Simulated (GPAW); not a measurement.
# SnTe (Fm-3m) in GPAW: a series of runs

One crystal, SnTe, is run at these levels: PBE, LDA; tasks: single point.

Program: GPAW 26.7.0. These are calculated values, not measurements. Logs are shortened: lines on timing, memory, paths and dates and some standing lists are left out, and cuts for length are marked. The log counts tension as positive stress, the text compression.

**The experiment to reproduce.**

From a printed reference work, textbook, for a bulk crystal of SnTe at 300 K: band gap 0.18 eV (direct).

How close the calculation comes is told below.

## 1. Starting point

It takes space group Fm-3m (No. 225, cubic). The conventional cell has a = 6.302 Å, b = 6.302 Å, c = 6.302 Å, α = 90.00°, β = 90.00°, γ = 90.00°. Te (site symmetry m-3m) is surrounded by 6 Sn at 3.15 Å. Sn (site symmetry m-3m) has 6 Te at 3.15 Å as nearest neighbours.

## 2. Single point, PBE

run.py reads:

```python
from ase import Atoms
from ase.dft.bandgap import bandgap
from ase.io import write
from ase.units import GPa
from gpaw import GPAW, PW

atoms = Atoms(['Te', 'Sn'],
              cell=[[0.0, 3.15085, 3.15085],
                    [3.15085, 0.0, 3.15085],
                    [3.15085, 3.15085, 0.0]],
              scaled_positions=[[0.5, 0.5, 0.5],
                                [0.0, 0.0, 0.0]],
              pbc=True)

calc = GPAW(mode=PW(900),
            xc='PBE',
            kpts={'size': (6, 6, 6), 'gamma': True},
            occupations={'name': 'fermi-dirac', 'width': 0.05},
            nbands=19,
            convergence={'density': 1e-05, 'energy': 1e-05},
            maxiter=80,
            txt='gpaw.txt')
atoms.calc = calc
energy = atoms.get_potential_energy()
forces = atoms.get_forces()
stress = atoms.get_stress()
calc.write('gs.gpw')
write('result.traj', atoms)
print(f'Energy: {energy:.6f} eV')
print('Forces (eV/A):')
print(forces.round(4))
print('Stress (GPa):', (stress / GPa).round(3))
print('Fermi level:', round(calc.get_fermi_level(), 4), 'eV')
print(f'Gap: {bandgap(calc)[0]:.4f} eV, direct: {bandgap(calc, direct=True)[0]:.4f} eV')
```

Potentials or basis: GPAW PAW data sets (gpaw-data 1.2.1), pw.

The run is started by

```
$ OMP_NUM_THREADS=1 python run.py
```

gpaw.txt:

```text
__  _  _
 | _ |_)|_||  |
 |__||  | ||/\| - 26.7.0

Input parameters:
  mode=PW(ecut=900.0000000000001),
  convergence={'density': 1e-05, 'energy': 1e-05},
  kpts=MonkhorstPack(size=(6, 6, 6), gamma=True),
  maxiter=80,
  nbands=19,
  occupations=Occupations(name='fermi-dirac', width=0.05),
  xc=XC(name='PBE')

Diagonalizing LCAO Hamiltonian
Converting LCAO to pw mode

                 Te

       Sn

Atoms  # Å, Bohr magnetons
|   | symbol |        x |        y |        z |    initial magnetic moments |
|---|--------|----------|----------|----------|-----------------------------|
| 0 |     Te | 3.150850 | 3.150850 | 3.150850 | ( 0.0000,  0.0000,  0.0000) |
| 1 |     Sn | 0.000000 | 0.000000 | 0.000000 | ( 0.0000,  0.0000,  0.0000) |

Unit cell  # Å
| periodic |        x |        y |        z |  lengths |    angles |
|----------|----------|----------|----------|----------|-----------|
|      yes | 0.000000 | 3.150850 | 3.150850 | 4.455975 | 60.000000 |
|      yes | 3.150850 | 0.000000 | 3.150850 | 4.455975 | 60.000000 |
|      yes | 3.150850 | 3.150850 | 0.000000 | 4.455975 | 60.000000 |

Number of symmetries: 48
Symmetry operations  # r_c * U_cc + t_c -> r_c
|    | kind |            matrix            |
|----|------|------------------------------|
|  0 |  σ   |  1, 0, 0,  1, 0,-1,  1,-1, 0 |
|  1 |  C2  |  1, 0, 0,  1,-1, 0,  1, 0,-1 |
|  2 |  E   |  1, 0, 0,  0, 1, 0,  0, 0, 1 |
|  3 |  σ   |  1, 0, 0,  0, 0, 1,  0, 1, 0 |
|  4 |  C4  |  1, 0,-1,  1, 0, 0,  1,-1, 0 |
|  5 |  S6  |  1, 0,-1,  1,-1, 0,  1, 0, 0 |
|  6 |  σ   |  1, 0,-1,  0, 1,-1,  0, 0,-1 |
|  7 |  C3  |  1, 0,-1,  0, 0,-1,  0, 1,-1 |
|  8 |  S6  |  1,-1, 0,  1, 0, 0,  1, 0,-1 |
|  9 |  C4  |  1,-1, 0,  1, 0,-1,  1, 0, 0 |
| 10 |  C3  |  1,-1, 0,  0,-1, 1,  0,-1, 0 |
| 11 |  σ   |  1,-1, 0,  0,-1, 0,  0,-1, 1 |
| 12 |  σ   |  0, 1, 0,  1, 0, 0,  0, 0, 1 |
| 13 |  C4  |  0, 1, 0,  0, 1,-1, -1, 1, 0 |
| 14 |  C3  |  0, 1, 0,  0, 0, 1,  1, 0, 0 |
| 15 |  S6  |  0, 1, 0, -1, 1, 0,  0, 1,-1 |
| 16 |  C2  |  0, 1,-1,  1, 0,-1,  0, 0,-1 |
| 17 |  σ   |  0, 1,-1,  0, 1, 0, -1, 1, 0 |
| 18 |  S4  |  0, 1,-1,  0, 0,-1,  1, 0,-1 |
| 19 |  C4  |  0, 1,-1, -1, 1, 0,  0, 1, 0 |
| 20 |  C3  |  0, 0, 1,  1, 0, 0,  0, 1, 0 |
| 21 |  σ   |  0, 0, 1,  0, 1, 0,  1, 0, 0 |
| 22 |  S6  |  0, 0, 1,  0,-1, 1, -1, 0, 1 |
| 23 |  C4  |  0, 0, 1, -1, 0, 1,  0,-1, 1 |
| 24 |  S4  |  0, 0,-1,  1, 0,-1,  0, 1,-1 |
| 25 |  C3  |  0, 0,-1,  0, 1,-1,  1, 0,-1 |
| 26 |  C2  |  0, 0,-1,  0,-1, 0, -1, 0, 0 |
| 27 |  S6  |  0, 0,-1, -1, 0, 0,  0,-1, 0 |
| 28 |  S4  |  0,-1, 1,  1,-1, 0,  0,-1, 0 |
| 29 |  C4  |  0,-1, 1,  0, 0, 1, -1, 0, 1 |
| 30 |  C2  |  0,-1, 1,  0,-1, 0,  1,-1, 0 |
| 31 |  σ   |  0,-1, 1, -1, 0, 1,  0, 0, 1 |
| 32 |  C3  |  0,-1, 0,  1,-1, 0,  0,-1, 1 |
| 33 |  S6  |  0,-1, 0,  0, 0,-1, -1, 0, 0 |
| 34 |  S4  |  0,-1, 0,  0,-1, 1,  1,-1, 0 |
| 35 |  C2  |  0,-1, 0, -1, 0, 0,  0, 0,-1 |
| 36 |  C2  | -1, 1, 0,  0, 1, 0,  0, 1,-1 |
| 37 |  S6  | -1, 1, 0,  0, 1,-1,  0, 1, 0 |
| 38 |  S4  | -1, 1, 0, -1, 0, 1, -1, 0, 0 |
| 39 |  C3  | -1, 1, 0, -1, 0, 0, -1, 0, 1 |
| 40 |  S6  | -1, 0, 1,  0, 0, 1,  0,-1, 1 |
| 41 |  C2  | -1, 0, 1,  0,-1, 1,  0, 0, 1 |
| 42 |  C3  | -1, 0, 1, -1, 1, 0, -1, 0, 0 |
| 43 |  S4  | -1, 0, 1, -1, 0, 0, -1, 1, 0 |
| 44 |  C2  | -1, 0, 0,  0, 0,-1,  0,-1, 0 |
| 45 |  i   | -1, 0, 0,  0,-1, 0,  0, 0,-1 |
| 46 |  σ   | -1, 0, 0, -1, 1, 0, -1, 0, 1 |
| 47 |  C2  | -1, 0, 0, -1, 0, 1, -1, 1, 0 |

BZ-sampling:
  Number of BZ points: 216
  Number of IBZ points: 16

  Monkhorst-Pack size: [6, 6, 6]
  Monkhorst-Pack shift: [0.08333333333333333, 0.08333333333333333, 0.08333333333333333]

K-points  # in reciprocal-cell coordinates
|     |                                coordinates |     weight |
|-----|--------------------------------------------|------------|
|   0 | (  0.00000000,   0.00000000,   0.00000000) | 0.00462963 |
|   1 | (  0.16666667,   0.16666667,   0.00000000) | 0.02777778 |
|   2 | (  0.16666667,   0.16666667,   0.16666667) | 0.03703704 |
|   3 | (  0.33333333,   0.16666667,   0.16666667) | 0.05555556 |
|   4 | (  0.33333333,   0.33333333,  -0.33333333) | 0.05555556 |
|   5 | (  0.33333333,   0.33333333,   0.00000000) | 0.02777778 |
|   6 | (  0.33333333,   0.33333333,   0.16666667) | 0.11111111 |
|   7 | (  0.33333333,   0.33333333,   0.33333333) | 0.03703704 |
|   8 | (  0.50000000,   0.33333333,  -0.33333333) | 0.11111111 |
|   9 | (  0.50000000,   0.33333333,  -0.16666667) | 0.05555556 |
| ... |                                            |            |
|  15 | (  0.50000000,   0.50000000,   0.50000000) | 0.01851852 |

Plane wave coefficients: 3860
Cutoff: 900.0000000000001 eV

Spin-components: 1 (collinear spins)
Bands:           19
Projectors:      11
Spin-degeneracy: 2
Datatype:        complex128

Parallelization:
  kpt:    1
  domain: 1
  band:   1

Density:
  Valence electrons: 20.0
  Components: 1
  Grid points: [32 32 32]
  Charge: 0.0  # |e|

Potential:
  Grid points: [32 32 32]

species:
  Te:
    name:    Tellurium
    Z:       52.0
    valence: 6
    core:    46
    charge:  0.0  # [|e|]
    compensation charges:
      type: gauss
      rc: 0.36  # [Å]
      lmax: 2
    cutoffs:
      filter: 2.09  # [Å]
      core: 3.17  # [Å]
    projectors
    | kind |    occ | energy [eV] | rcut [Å] |
    |------|--------|-------------|----------|
    |   5s |  2.000 |     -15.089 |    1.180 |
    |   5p |  4.000 |      -5.955 |    1.196 |
    |    s |        |      12.123 |    1.180 |
    |    p |        |      21.256 |    1.196 |
    |    d |        |       0.000 |    1.238 |

    Using partial waves for Te as LCAO basis

  Sn:
    name:    Tin
    Z:       50.0
    valence: 14
    core:    36
    charge:  0.0  # [|e|]
    compensation charges:
      type: gauss
      rc: 0.38  # [Å]
      lmax: 2
    cutoffs:
      filter: 2.23  # [Å]
      core: 2.35  # [Å]
    projectors
    | kind |    occ | energy [eV] | rcut [Å] |
    |------|--------|-------------|----------|
    |   5s |  2.000 |     -10.538 |    1.201 |
    |   5p |  2.000 |      -3.696 |    1.270 |
    |   4d | 10.000 |     -25.845 |    1.185 |
    |    s |        |      16.674 |    1.201 |
    |    p |        |      23.515 |    1.270 |
    |    d |        |       1.367 |    1.185 |

    Using partial waves for Sn as LCAO basis

Reference energy: -352801.376741  # eV

eigensolver:
  PPCG
  Converge bands: occupied
  niter=2

density mixing:
  MSR1-Mixer
  Pratt-step length: 0.05
  Maximum mixing coefficient: 0.75
  Old densities: 10
  SVD Regularization: 0.005
  Good broyden scale: 1.0
  Trust region scale: 1.0
  Backstep threshold: 4.0
  History deletion threshold: 6.0
  Fourier metric: weight=20.0, sigma=0.015

occupation numbers:
  Fermi-Dirac:
    width: 0.0500  # eV

poisson solver:
  ecut: 7200.000000000001  # eV

xc functional:
  name: PBE with 2 nearest neighbor stencil

convergence criteria:
- Maximum integral of absolute [dens]ity change: 1e-05 electrons / valence electron
- Maximum [total energy] change in last 3 cyles: 1e-05 eV / valence electron
- Maximum integral of absolute [eigenst]ate change: 4e-08 eV^2 / valence electron
maximum number of iterations: 80

SCF iterations
|iter     | |      energy | eigst |  dens |
|---------|-|-------------|-------|-------|
|iter:   1| |   -7.847374 | -0.11 |       |
|iter:   2| |   -7.841369 | -2.28 | -1.48 |
|iter:   3| |   -7.811446 | -2.68 | -1.52 |
|iter:   4| |   -7.812851 | -3.99 | -2.10 |
|iter:   5| |   -7.813092 | -4.63 | -2.60 |
|iter:   6| |   -7.813102 | -6.11 | -3.30 |
|iter:   7| |   -7.813103c| -7.47c| -4.16 |
|iter:   8| |   -7.813103c| -7.59c| -4.75 |
|iter:   9| |   -7.813103c| -8.10c| -5.84c|

Converged in 9 steps
Energy contributions relative to reference atoms: (reference = -352801.376741)

Energy contributions:
  Kinetic:          14.761974
  Coulomb:         -14.835702
  Zero:              0.151604
  External:          0.000000
  Xc:               -7.889889
  Entropy:          -0.002181
  Spinorbit:         0.000000
  ----------------------------
  Free energy:      -7.814193
  Extrapolated:     -7.813103

dipole moment: (-21.372424, -21.372424, -21.372424)  # |e|*Ang

Fermi level: 6.520
Eigenvalues  # (at kpt = [0.000, 0.000, 0.000])
| band index |      eig [eV] | occ [0-2] |
|------------|---------------|-----------|
|          0 |       -15.440 |     2.000 |
|        ... |               |           |
|          2 |       -15.432 |     2.000 |
|          3 |       -15.432 |     2.000 |
|          4 |       -15.432 |     2.000 |
|          5 |        -6.329 |     2.000 |
|          6 |         1.800 |     2.000 |
|          7 |         4.306 |     2.000 |
|          8 |         4.306 |     2.000 |
|          9 |         4.306 |     2.000 |
|         10 |         9.801 |     0.000 |
|         11 |         9.801 |     0.000 |
|         12 |         9.801 |     0.000 |
|         13 |        11.236 |     0.000 |
|         14 |        11.236 |     0.000 |
|         15 |        11.236 |     0.000 |
|         16 |        13.297 |     0.000 |
|         17 |        13.375 |     0.000 |
|         18 |        13.375 |     0.000 |

Gap: 0.107 eV
Transition (v -> c):
  (s=0, k=15, n=9, [0.50, 0.50, 0.50]) -> (s=0, k=15, n=10, [0.50, 0.50, 0.50])
No difference between direct/indirect transitions

Forces  # eV/Ang
|        x |        y |       z |
|----------|----------|---------|
| -0.00000 | -0.00000 | 0.00000 |  # Te   0
| -0.00000 | -0.00000 | 0.00000 |  # Sn   1

Stress tensor  # eV/Ang^3
|         x |         y |         z |
|-----------|-----------|-----------|
| -0.012637 |  0.000000 |  0.000000 |
|  0.000000 | -0.012637 |  0.000000 |
|  0.000000 |  0.000000 | -0.012637 |

# Writing to gs.gpw (mode='')
```

It took 17 s on 1 thread of Arm Neoverse V1, shared host; peak memory 0.2 GiB.

Results:

| Item | Value |
| --- | --- |
| Free energy | -7.8142 eV |
| Pressure | 2.0 GPa |
| Band gap on the k mesh | 0.11 eV, direct |

Caveat: spin-orbit coupling is left out, which moves the levels of the heavy elements.

[end of part 1 of 2]
